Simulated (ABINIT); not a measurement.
# CoO (Fm-3m) in ABINIT: a series of runs

One crystal, CoO, is run at these levels: PBE, PBEsol; tasks: equation of state.

Program: ABINIT 10.8.3 (patched build). These are calculated values, not measurements. Logs are shortened: lines on timing, memory, paths and dates and some standing lists are left out, and cuts for length are marked. The log counts tension as positive stress, the text compression.

## 1. The structure

The structure is cubic, space group Fm-3m (No. 225). Conventional cell: a = 4.263 Å, b = 4.263 Å, c = 4.263 Å, α = 90.00°, β = 90.00°, γ = 90.00°. Co (site symmetry m-3m) has 6 O at 2.13 Å as nearest neighbours. O (site symmetry m-3m) has 6 Co at 2.13 Å as nearest neighbours.

## 2. Equation of state, PBE, collinear spin, ferromagnetic start

run.abi

```
# Datasets: one volume each
ndtset 7
getwfk -1
scalecart1 3*0.9795861087
scalecart2 3*0.9864848297
scalecart3 3*0.9932883884
scalecart4 3*1.0000000000
scalecart5 3*1.0066227096
scalecart6 3*1.0131594038
scalecart7 3*1.0196128224

# Pseudopotentials
pp_dirpath "./"
pseudos "Co.GGA_PBE-JTH.xml, O.GGA_PBE-JTH.xml"

# Structure
acell 3*1.0
rprim
     0.0000000000     4.0279512346     4.0279512346
     4.0279512346     0.0000000000     4.0279512346
     4.0279512346     4.0279512346     0.0000000000
ntypat 2
znucl 27 8
natom 2
typat 1 2
xred
     0.0000000000     0.0000000000     0.0000000000
     0.5000000000     0.5000000000     0.5000000000

# Plane-wave basis
ecut 26.0
pawecutdg 48.0
pawxcdev 0

# k points
kptopt 1
ngkpt 11 11 11
nshiftk 1
shiftk 0.0 0.0 0.0

# Exchange and correlation
ixc 11

# Bands and occupations
nband 16
occopt 3
tsmear 0.00183747

# Spin
nsppol 2
spinat
     0.0000000000     0.0000000000     2.0000000000
     0.0000000000     0.0000000000     0.0000000000

# SCF cycle
nstep 100
tolvrs 1.0e-9

# Output
iomode 3
prtwf 1
prtden 0
prteig 0
prtebands 0
```

Potentials or basis: JTH PAW PBE v2.0.

On the command line:

```
$ abinit run.abi > log 2>&1
```

run.abo:

```text
.Version 10.8.3 of ABINIT
 DATASET    1 : space group Fm -3 m (#225); Bravais cF (face-center cubic)
================================================================================
 Values of the parameters that define the memory need for DATASET  1.
     intxc =       0    ionmov =       0      iscf =      17    lmnmax =      18
     lnmax =       6     mgfft =      27  mpssoang =       3    mqgrid =    3001
     natom =       2  nloc_mem =       2    nspden =       2   nspinor =       1
    nsppol =       2      nsym =      48    n1xccc =       1    ntypat =       2
    occopt =       3   xclevel =       2
       mpw =         791          nfft =       19683          nkpt =          56
 PAW method is used; the additional fine FFT grid is defined by:
   mgfftf=        36    nfftf =     46656
================================================================================
================================================================================
[... 71 lines left out ...]
 DATASET    7 : space group Fm -3 m (#225); Bravais cF (face-center cubic)
================================================================================
 Values of the parameters that define the memory need for DATASET  7.
     intxc =       0    ionmov =       0      iscf =      17    lmnmax =      18
     lnmax =       6     mgfft =      30  mpssoang =       3    mqgrid =    3001
     natom =       2  nloc_mem =       2    nspden =       2   nspinor =       1
    nsppol =       2      nsym =      48    n1xccc =       1    ntypat =       2
    occopt =       3   xclevel =       2
       mpw =         899          nfft =       27000          nkpt =          56
 PAW method is used; the additional fine FFT grid is defined by:
   mgfftf=        40    nfftf =     64000
================================================================================
================================================================================

--------------------------------------------------------------------------------
------------- Echo of variables that govern the present computation ------------
--------------------------------------------------------------------------------
 -outvars: echo values of preprocessed input variables --------
            acell      1.0000000000E+00  1.0000000000E+00  1.0000000000E+00 Bohr
              amu      5.89332000E+01  1.59994000E+01
             ecut      2.60000000E+01 Hartree
           getwfk          -1
                       outvar_i_n : Printing only first  50 k-points.
              ixc          11
           jdtset        1    2    3    4    5    6    7
                       outvar_i_n : Printing only first  50 k-points.
         kptrlatt       11    0    0      0   11    0      0    0   11
          kptrlen1     6.13810771E+01
          kptrlen2     6.18133524E+01
          kptrlen3     6.22396649E+01
          kptrlen4     6.26602159E+01
          kptrlen5     6.30751963E+01
          kptrlen6     6.34847870E+01
          kptrlen7     6.38891596E+01
            natom           2
            nband          16
           ndtset           7
            ngfft1         27      27      27
            ngfft2         27      27      27
            ngfft3         27      27      27
            ngfft4         30      30      30
            ngfft5         30      30      30
            ngfft6         30      30      30
            ngfft7         30      30      30
          ngfftdg1         36      36      36
          ngfftdg2         36      36      36
          ngfftdg3         36      36      36
          ngfftdg4         36      36      36
          ngfftdg5         36      36      36
          ngfftdg6         36      36      36
          ngfftdg7         40      40      40
             nkpt          56
           nspden           2
           nsppol           2
            nstep         100
             nsym          48
           ntypat           2
                       prtocc : prtvol=0, do not print more k-points.
                       1.000000  1.000000  1.000000  1.000000  1.000000  1.000000
                       1.000000  1.000000  1.000000  1.000000  1.000000  1.000000
                       0.000000  0.000000  0.000000  0.000000
                       1.000000  1.000000  1.000000  1.000000  1.000000  1.000000
                       1.000000  1.000000  1.000000  1.000000  1.000000  1.000000
                       0.000000  0.000000  0.000000  0.000000
                       1.000000  1.000000  1.000000  1.000000  1.000000  1.000000
                       1.000000  1.000000  1.000000  1.000000  1.000000  1.000000
                       0.000000  0.000000  0.000000  0.000000
                       1.000000  1.000000  1.000000  1.000000  1.000000  1.000000
                       1.000000  1.000000  1.000000  1.000000  1.000000  1.000000
                       0.000000  0.000000  0.000000  0.000000
                       1.000000  1.000000  1.000000  1.000000  1.000000  1.000000
                       1.000000  1.000000  1.000000  1.000000  1.000000  1.000000
                       0.000000  0.000000  0.000000  0.000000
                       1.000000  1.000000  1.000000  1.000000  1.000000  1.000000
                       1.000000  1.000000  1.000000  1.000000  1.000000  1.000000
[... 143 lines left out ...]
            rprim2     0.0000000000E+00  3.9735127877E+00  3.9735127877E+00
                       3.9735127877E+00  0.0000000000E+00  3.9735127877E+00
                       3.9735127877E+00  3.9735127877E+00  0.0000000000E+00
            rprim3     0.0000000000E+00  4.0009171904E+00  4.0009171904E+00
                       4.0009171904E+00  0.0000000000E+00  4.0009171904E+00
                       4.0009171904E+00  4.0009171904E+00  0.0000000000E+00
            rprim4     0.0000000000E+00  4.0279512346E+00  4.0279512346E+00
                       4.0279512346E+00  0.0000000000E+00  4.0279512346E+00
                       4.0279512346E+00  4.0279512346E+00  0.0000000000E+00
            rprim5     0.0000000000E+00  4.0546271859E+00  4.0546271859E+00
                       4.0546271859E+00  0.0000000000E+00  4.0546271859E+00
                       4.0546271859E+00  4.0546271859E+00  0.0000000000E+00
            rprim6     0.0000000000E+00  4.0809566714E+00  4.0809566714E+00
                       4.0809566714E+00  0.0000000000E+00  4.0809566714E+00
                       4.0809566714E+00  4.0809566714E+00  0.0000000000E+00
            rprim7     0.0000000000E+00  4.1069507268E+00  4.1069507268E+00
                       4.1069507268E+00  0.0000000000E+00  4.1069507268E+00
                       4.1069507268E+00  4.1069507268E+00  0.0000000000E+00
          spgroup         225
           spinat      0.0000000000E+00  0.0000000000E+00  2.0000000000E+00
                       0.0000000000E+00  0.0000000000E+00  0.0000000000E+00
           tolvrs      1.00000000E-09
           tsmear      1.83747000E-03 Hartree
            typat      1  2
           useylm           1
                       outvars : Printing only first  50 k-points.
           xangst1     0.0000000000E+00  0.0000000000E+00  0.0000000000E+00
                       2.0879877893E+00  2.0879877893E+00  2.0879877893E+00
           xangst2     0.0000000000E+00  0.0000000000E+00  0.0000000000E+00
                       2.1026924131E+00  2.1026924131E+00  2.1026924131E+00
           xangst3     0.0000000000E+00  0.0000000000E+00  0.0000000000E+00
                       2.1171941984E+00  2.1171941984E+00  2.1171941984E+00
           xangst4     0.0000000000E+00  0.0000000000E+00  0.0000000000E+00
                       2.1314999985E+00  2.1314999985E+00  2.1314999985E+00
           xangst5     0.0000000000E+00  0.0000000000E+00  0.0000000000E+00
                       2.1456163040E+00  2.1456163040E+00  2.1456163040E+00
           xangst6     0.0000000000E+00  0.0000000000E+00  0.0000000000E+00
                       2.1595492677E+00  2.1595492677E+00  2.1595492677E+00
           xangst7     0.0000000000E+00  0.0000000000E+00  0.0000000000E+00
                       2.1733047294E+00  2.1733047294E+00  2.1733047294E+00
            xcart1     0.0000000000E+00  0.0000000000E+00  0.0000000000E+00
                       3.9457250759E+00  3.9457250759E+00  3.9457250759E+00
            xcart2     0.0000000000E+00  0.0000000000E+00  0.0000000000E+00
                       3.9735127877E+00  3.9735127877E+00  3.9735127877E+00
            xcart3     0.0000000000E+00  0.0000000000E+00  0.0000000000E+00
                       4.0009171904E+00  4.0009171904E+00  4.0009171904E+00
            xcart4     0.0000000000E+00  0.0000000000E+00  0.0000000000E+00
                       4.0279512346E+00  4.0279512346E+00  4.0279512346E+00
            xcart5     0.0000000000E+00  0.0000000000E+00  0.0000000000E+00
                       4.0546271859E+00  4.0546271859E+00  4.0546271859E+00
            xcart6     0.0000000000E+00  0.0000000000E+00  0.0000000000E+00
                       4.0809566714E+00  4.0809566714E+00  4.0809566714E+00
            xcart7     0.0000000000E+00  0.0000000000E+00  0.0000000000E+00
                       4.1069507268E+00  4.1069507268E+00  4.1069507268E+00
             xred      0.0000000000E+00  0.0000000000E+00  0.0000000000E+00
                       5.0000000000E-01  5.0000000000E-01  5.0000000000E-01
            znucl       27.00000    8.00000

================================================================================

 chkinp: Checking input parameters for consistency, jdtset=   1.

 chkinp: Checking input parameters for consistency, jdtset=   2.
[... 40 lines left out ...]
 getcut: wavevector=  0.0000  0.0000  0.0000  ngfft=  36  36  36
         ecut(hartree)=     48.000   => boxcut(ratio)=   2.06859

--- Pseudopotential description ------------------------------------------------
- pspini: atom type   1  psp file is ./Co.GGA_PBE-JTH.xml
 Pseudopotential format is: paw10
 basis_size (lnmax)=  6 (lmn_size= 18), orbitals=   0   0   1   1   2   2
 Spheres core radius: rc_sph= 2.10903434
 Shapefunction is SIN type: shapef(r)=[sin(pi*r/rshp)/(pi*r/rshp)]**2
 Radius for shape functions =  1.60384542
 Compensation charge density is not taken into account in XC energy/potential

- pspini: atom type   2  psp file is ./O.GGA_PBE-JTH.xml
 Pseudopotential format is: paw10
 basis_size (lnmax)=  4 (lmn_size=  8), orbitals=   0   0   1   1
 Spheres core radius: rc_sph= 1.41465230
 Shapefunction is SIN type: shapef(r)=[sin(pi*r/rshp)/(pi*r/rshp)]**2
 Radius for shape functions =  1.20231231
 Compensation charge density is not taken into account in XC energy/potential

   4.53385745E+02                                ecore*ucvol(ha*bohr**3)
--------------------------------------------------------------------------------

================================================================================

--- !BeginCycle
iteration_state: {dtset: 1, }
solver: {iscf: 17, nstep: 100, nline: 4, wfoptalg: 10, }
tolerances: {tolvrs: 1.00E-09, }
...
[... 1423 lines left out ...]
-Cartesian components of stress tensor (GPa)         [Pressure= -1.1059E+01 GPa]
- sigma(1 1)=  1.10587431E+01  sigma(3 2)=  0.00000000E+00
- sigma(2 2)=  1.10587431E+01  sigma(3 1)=  0.00000000E+00
- sigma(3 3)=  1.10587431E+01  sigma(2 1)=  0.00000000E+00

== END DATASET(S) ==============================================================
================================================================================

 -outvars: echo values of variables after computation  --------
            acell      1.0000000000E+00  1.0000000000E+00  1.0000000000E+00 Bohr
           etotal1    -1.6251704485E+02
           etotal2    -1.6251769994E+02
           etotal3    -1.6251800771E+02
           etotal4    -1.6251800031E+02
           etotal5    -1.6251770072E+02
           etotal6    -1.6251713000E+02
           etotal7    -1.6251628796E+02
            fcart1    -0.0000000000E+00 -0.0000000000E+00 -0.0000000000E+00
                      -0.0000000000E+00 -0.0000000000E+00 -0.0000000000E+00
            fcart2    -0.0000000000E+00 -0.0000000000E+00 -0.0000000000E+00
                      -0.0000000000E+00 -0.0000000000E+00 -0.0000000000E+00
            fcart3    -0.0000000000E+00 -0.0000000000E+00 -0.0000000000E+00
                      -0.0000000000E+00 -0.0000000000E+00 -0.0000000000E+00
            fcart4    -0.0000000000E+00 -0.0000000000E+00 -0.0000000000E+00
                      -0.0000000000E+00 -0.0000000000E+00 -0.0000000000E+00
            fcart5    -0.0000000000E+00 -0.0000000000E+00 -0.0000000000E+00
                      -0.0000000000E+00 -0.0000000000E+00 -0.0000000000E+00
[... 38 lines left out ...]
                       0.0000000000E+00  0.0000000000E+00  0.0000000000E+00
           xangst1     0.0000000000E+00  0.0000000000E+00  0.0000000000E+00
                       2.0879877893E+00  2.0879877893E+00  2.0879877893E+00
           xangst2     0.0000000000E+00  0.0000000000E+00  0.0000000000E+00
                       2.1026924131E+00  2.1026924131E+00  2.1026924131E+00
           xangst3     0.0000000000E+00  0.0000000000E+00  0.0000000000E+00
                       2.1171941984E+00  2.1171941984E+00  2.1171941984E+00
           xangst4     0.0000000000E+00  0.0000000000E+00  0.0000000000E+00
                       2.1314999985E+00  2.1314999985E+00  2.1314999985E+00
           xangst5     0.0000000000E+00  0.0000000000E+00  0.0000000000E+00
                       2.1456163040E+00  2.1456163040E+00  2.1456163040E+00
           xangst6     0.0000000000E+00  0.0000000000E+00  0.0000000000E+00
                       2.1595492677E+00  2.1595492677E+00  2.1595492677E+00
           xangst7     0.0000000000E+00  0.0000000000E+00  0.0000000000E+00
                       2.1733047294E+00  2.1733047294E+00  2.1733047294E+00
             xred      0.0000000000E+00  0.0000000000E+00  0.0000000000E+00
                       5.0000000000E-01  5.0000000000E-01  5.0000000000E-01
 Calculation completed.
```

Run time: 8.7 min. Hardware: 1 thread of Arm Neoverse V1, shared host; peak memory 0.19 GiB.

Results:

| Item | Value |
| --- | --- |
| Equilibrium volume | 9.58 Å³/atom (rough: see the caveat) |
| Bulk modulus | 171 GPa (rough) |

Energy against volume, from the lowest point:
| volume (Å³/atom) | energy (meV/atom) |
| --- | --- |
| 9.103 | 13.10 |
| 9.297 | 4.19 |
| 9.490 | 0.00 |
| 9.684 | 0.10 |
| 9.878 | 4.18 |
| 10.071 | 11.94 |
| 10.265 | 23.40 |

Caveat: pressures at fixed basis lie under the slope of the energies; the fit is doubtful: noisy points or a state that changes with volume.

## 3. Equation of state, PBEsol, collinear spin, ferromagnetic start

run.abi: that of step 2 with these lines changed.

```diff
@@ -13,10 +13,10 @@
 pp_dirpath "./"
-pseudos "Co.GGA_PBE-JTH.xml, O.GGA_PBE-JTH.xml"
+pseudos "Co.upf, O.upf"
 
 # Structure
-acell 3*1.0
+acell 3*1.0 Angstrom
 rprim
-     0.0000000000     4.0279512346     4.0279512346
-     4.0279512346     0.0000000000     4.0279512346
-     4.0279512346     4.0279512346     0.0000000000
+     0.0000000000     2.1315000000     2.1315000000
+     2.1315000000     0.0000000000     2.1315000000
+     2.1315000000     2.1315000000     0.0000000000
 ntypat 2
@@ -30,5 +30,3 @@
 # Plane-wave basis
-ecut 26.0
-pawecutdg 48.0
-pawxcdev 0
+ecut 48.0
 
@@ -41,3 +39,3 @@
 # Exchange and correlation
-ixc 11
+ixc -116133
 
@@ -46,3 +44,3 @@
 occopt 3
-tsmear 0.00183747
+tsmear 0.05 eV
 
@@ -56,3 +54,3 @@
 nstep 100
-tolvrs 1.0e-9
+tolvrs 1.0e-10
```

Potentials or basis: PseudoDojo NC SR PBEsol v0.4.1 standard.

On the command line:

```
$ abinit run.abi > log 2>&1
```

Wall time 13 min (1 thread of Intel Xeon Platinum 8488C (Sapphire Rapids), shared host); peak memory 0.17 GiB.

Results (log left out):

| Item | Value |
| --- | --- |
| Equilibrium volume | 9.08 Å³/atom (rough: see the caveat) |
| Bulk modulus | 187 GPa (rough) |

Energy against volume, from the lowest point:
```tsv
volume (Å³/atom)	energy (meV/atom)
9.103	0.00
9.297	2.98
9.490	10.30
9.684	21.70
9.878	36.90
10.071	55.57
10.265	77.37
```

Caveat: pressures at fixed basis lie under the slope of the energies; the fit is doubtful: noisy points or a state that changes with volume; the minimum lies outside the volumes run.
